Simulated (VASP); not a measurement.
# Nb5C6 in VASP: notebook, part 2 of 2

VASP 6.6.1. Earlier steps stand in the parts before.

### 4 Single point, PBE

This run uses another cell than the first one, of 23.40 Å³/atom, 1.108 times its volume.

INCAR

```
SYSTEM = Nb5C6
ALGO = Normal
DIPOL = 0.5 0.5 0.500
EDIFF = 1E-7
ENCUT = 520
GGA = PE
IDIPOL = 3
ISIF = 2
ISMEAR = 1
LASPH = .True.
LCHARG = .False.
LDIPOL = .True.
LREAL = .False.
LVACPOTAV = .True.
LVHAR = .True.
LWAVE = .False.
NBANDS = 64
NELM = 120
PREC = Accurate
SIGMA = 0.1
```

KPOINTS

```
k-points
0
Gamma
  12 12 1
  0 0 0
```

POSCAR

```
Nb5C6
1.0
    3.1112698372      0.0000000000      0.0000000000
   -1.5556349186      2.6944387171      0.0000000000
    0.0000000000      0.0000000000     30.7017059222
C Nb
6 5
Direct
    0.3333333333      0.6666666667      0.2931433199
    0.0000000000      0.0000000000      0.3758859919
    0.6666666667      0.3333333333      0.4586286640
    0.3333333333      0.6666666667      0.5413713360
    0.0000000000      0.0000000000      0.6241140081
    0.6666666667      0.3333333333      0.7068566801
    0.6666666667      0.3333333333      0.3345146559
    0.3333333333      0.6666666667      0.4172573280
    0.0000000000      0.0000000000      0.5000000000
    0.6666666667      0.3333333333      0.5827426720
    0.3333333333      0.6666666667      0.6654853441
```

Potentials or basis: VASP PAW PBE potentials, release 64 (C, Nb_sv).

Command:

```bash
$ cat potpaw_PBE.64/C/POTCAR potpaw_PBE.64/Nb_sv/POTCAR > POTCAR
$ mpirun -np 1 vasp_std > vasp.out
```

OUTCAR:

```text
SYSTEM = Nb5C6
   EDIFF = 1E-7
   ENCUT = 520
   GGA = PE
   ISIF = 2
   ISMEAR = 1
   LASPH = .True.
   LREAL = .False.
   NELM = 120
   PREC = Accurate

 Found     19 irreducible k-points:

 Following reciprocal coordinates:
            Coordinates               Weight
  0.000000  0.000000  0.000000      1.000000
  0.083333  0.000000  0.000000      6.000000
  0.166667 -0.000000  0.000000      6.000000
  0.250000  0.000000  0.000000      6.000000
  0.333333  0.000000  0.000000      6.000000
  0.416667  0.000000  0.000000      6.000000
   k-points           NKPTS =     19   k-points in BZ     NKDIM =     19   number of bands    NBANDS=     64
   number of dos      NEDOS =    301   number of ions     NIONS =     11
   total plane-waves  NPLWV = 138240
   dimension x,y,z NGX =    24 NGY =   24 NGZ =  240
   dimension x,y,z NGXF=    48 NGYF=   48 NGZF=  480
   ions per type =               6   5
   NGX,Y,Z   is equivalent  to a cutoff of  12.82, 12.82, 13.00 a.u.
   NGXF,Y,Z  is equivalent  to a cutoff of  25.65, 25.65, 25.99 a.u.
 SYSTEM =  Nb5C6
[... 423 lines left out ...]

 [... further k-points ...]

 [bands above 56 left out]

------------------------ aborting loop because EDIFF is reached ----------------------------------------

  FORCE on cell =-STRESS in cart. coord.  units (eV):
  Direction    XX          YY          ZZ          XY          YZ          ZX
  --------------------------------------------------------------------------------------
  -------------------------------------------------------------------------------------
  Total       10.3598530     10.3598530      5.2177618      0.0000000     -0.0000000      0.0000000
  in kB       64.4904904     64.4904904     32.4807714      0.0000000     -0.0000000      0.0000000
  external PRESSURE =      53.8205841 kB  Pullay stress =       0.0000000 kB

 VOLUME and BASIS-vectors are now :
 -----------------------------------------------------------------------------
  energy-cutoff  :      520.00
  volume of cell :      257.38
      direct lattice vectors                 reciprocal lattice vectors
     3.111269837  0.000000000  0.000000000     0.321412173  0.185567405  0.000000000
    -1.555634919  2.694438717  0.000000000     0.000000000  0.371134810  0.000000000
     0.000000000  0.000000000 30.701705922     0.000000000  0.000000000  0.032571480

 POSITION                                       TOTAL-FORCE (eV/Angst)
 -----------------------------------------------------------------------------------
     -0.00000      1.79629      9.00000         0.000000     -0.000000      2.167147
      0.00000      0.00000     11.54034         0.000000     -0.000000      0.333539
      1.55563      0.89815     14.08068         0.000000     -0.000000     -0.033601
     -0.00000      1.79629     16.62102         0.000000      0.000000      0.033601
      0.00000      0.00000     19.16136         0.000000      0.000000     -0.333539
      1.55563      0.89815     21.70171        -0.000000      0.000000     -2.167147
      1.55563      0.89815     10.27017        -0.000000      0.000000     -3.412490
     -0.00000      1.79629     12.81051        -0.000000     -0.000000     -0.119433
      0.00000      0.00000     15.35085         0.000000      0.000000      0.000000
      1.55563      0.89815     17.89119         0.000000      0.000000      0.119433
     -0.00000      1.79629     20.43154        -0.000000     -0.000000      3.412490
 -----------------------------------------------------------------------------------
    total drift:                               -0.000000      0.000000      0.000000

  FREE ENERGIE OF THE ION-ELECTRON SYSTEM (eV)
  ---------------------------------------------------
  free  energy   TOTEN  =      -105.0274605928 eV

  energy  without entropy=     -105.0258958610  energy(sigma->0) =     -105.02693902

 vacuum level on the upper side and lower side of the slab         8.414         8.414
```

OSZICAR:

```text
N       E                     dE             d eps       ncg     rms          rms(c)
DAV:   1     0.100299214463E+04    0.10030E+04   -0.47428E+04  2704   0.131E+03
DAV:   2    -0.287519950883E+02   -0.10317E+04   -0.99923E+03  3176   0.528E+02
DAV:   3    -0.114558168339E+03   -0.85806E+02   -0.84132E+02  3744   0.118E+02
[... 24 lines left out ...]
DAV:  28    -0.105027458452E+03   -0.16471E-05   -0.24573E-08  1944   0.889E-04    0.323E-04
DAV:  29    -0.105027459987E+03   -0.15358E-05   -0.36944E-08  2216   0.530E-04    0.163E-04
DAV:  30    -0.105027460386E+03   -0.39891E-06   -0.92195E-09  1944   0.391E-04    0.119E-04
DAV:  31    -0.105027460523E+03   -0.13713E-06   -0.28729E-09  1672   0.298E-04    0.102E-04
DAV:  32    -0.105027460593E+03   -0.69393E-07   -0.18924E-09  1728   0.196E-04
   1 F= -.10502746E+03 E0= -.10502694E+03  d E =-.156473E-02
```

Run time: 9.5 min. Hardware: 1 thread of Intel Xeon Platinum 8488C (Sapphire Rapids), shared host; peak memory 0.47 GiB.

These settings aren't checked as converged: the numbers below hold their error.

Results:

```yaml
Free_energy: -105.0275 eV
Largest_force: 3.412 eV/Å
Band_gap_on_the_k_mesh: none (metal or under the smearing width)
Work_function_of_the_upper_face: 6.49 eV
Work_function_of_the_lower_face: 6.49 eV
```

### 5 Single point, PBE

This run uses another cell than the first one, of 18.83 Å³/atom, 0.892 times its volume.

Edit INCAR of step 4 so:

```diff
@@ -4,3 +4,3 @@
 EDIFF = 1E-7
-ENCUT = 520
+ENCUT = 460
 GGA = PE
```

KPOINTS

```
k-points
0
Gamma
  4 4 1
  0 0 0
```

POSCAR

```
Nb5C6
1.0
    3.1112698372      0.0000000000      0.0000000000
   -1.5556349186      2.6944387171      0.0000000000
    0.0000000000      0.0000000000     24.7017059222
C Nb
6 5
Direct
    0.3333333333      0.6666666667      0.2428982038
    0.0000000000      0.0000000000      0.3457389223
    0.6666666667      0.3333333333      0.4485796408
    0.3333333333      0.6666666667      0.5514203592
    0.0000000000      0.0000000000      0.6542610777
    0.6666666667      0.3333333333      0.7571017962
    0.6666666667      0.3333333333      0.2943185631
    0.3333333333      0.6666666667      0.3971592815
    0.0000000000      0.0000000000      0.5000000000
    0.6666666667      0.3333333333      0.6028407185
    0.3333333333      0.6666666667      0.7056814369
```

Command:

```bash
$ cat potpaw_PBE.64/C/POTCAR potpaw_PBE.64/Nb_sv/POTCAR > POTCAR
$ mpirun -np 1 vasp_std > vasp.out
```

It took 85 s on 1 thread of Intel Xeon Platinum 8488C (Sapphire Rapids), shared host; peak memory 0.3 GiB.

The run converged, but some of its settings lie outside the range that counts as converged, so its numbers aren't taken as properties of the slab.

Results:

- Free energy: -104.8329 eV
- Largest force: 3.469 eV/Å
- Band gap on the k mesh: none (metal or under the smearing width)
- Work function of the upper face: 6.58 eV
- Work function of the lower face: 6.58 eV

Caveat: the k mesh is coarse (spacing up to 0.58 Å⁻¹), so the values aren't converged; the cutoff is under 1.25 times the usual one of these potentials, so pressure, stress and relaxed cells hold a basis-set (Pulay) error.

### 6 Single point, PBE

This run uses another cell than the first one, of 14.25 Å³/atom, 0.675 times its volume.

INCAR is that of step 5.

KPOINTS

```
k-points
0
Gamma
  8 8 1
  0 0 0
```

POSCAR

```
Nb5C6
1.0
    3.1112698372      0.0000000000      0.0000000000
   -1.5556349186      2.6944387171      0.0000000000
    0.0000000000      0.0000000000     18.7017059222
C Nb
6 5
Direct
    0.3333333333      0.6666666667      0.1604131737
    0.0000000000      0.0000000000      0.2962479042
    0.6666666667      0.3333333333      0.4320826347
    0.3333333333      0.6666666667      0.5679173653
    0.0000000000      0.0000000000      0.7037520958
    0.6666666667      0.3333333333      0.8395868263
    0.6666666667      0.3333333333      0.2283305389
    0.3333333333      0.6666666667      0.3641652695
    0.0000000000      0.0000000000      0.5000000000
    0.6666666667      0.3333333333      0.6358347305
    0.3333333333      0.6666666667      0.7716694611
```

Potentials or basis: VASP PAW PBE potentials, release 64 (C, Nb_sv).

Command:

```bash
$ cat potpaw_PBE.64/C/POTCAR potpaw_PBE.64/Nb_sv/POTCAR > POTCAR
$ mpirun -np 1 vasp_std > vasp.out
```

It took 1.9 min on 1 thread of Intel Xeon Platinum 8488C (Sapphire Rapids), shared host; peak memory 0.29 GiB.

These settings aren't checked as converged: the numbers below hold their error.

What came out:

```yaml
Free_energy: -105.0290 eV
Largest_force: 3.536 eV/Å
Band_gap_on_the_k_mesh: none (metal or under the smearing width)
```

Caveat: the cutoff is under 1.25 times the usual one of these potentials, so pressure, stress and relaxed cells hold a basis-set (Pulay) error.
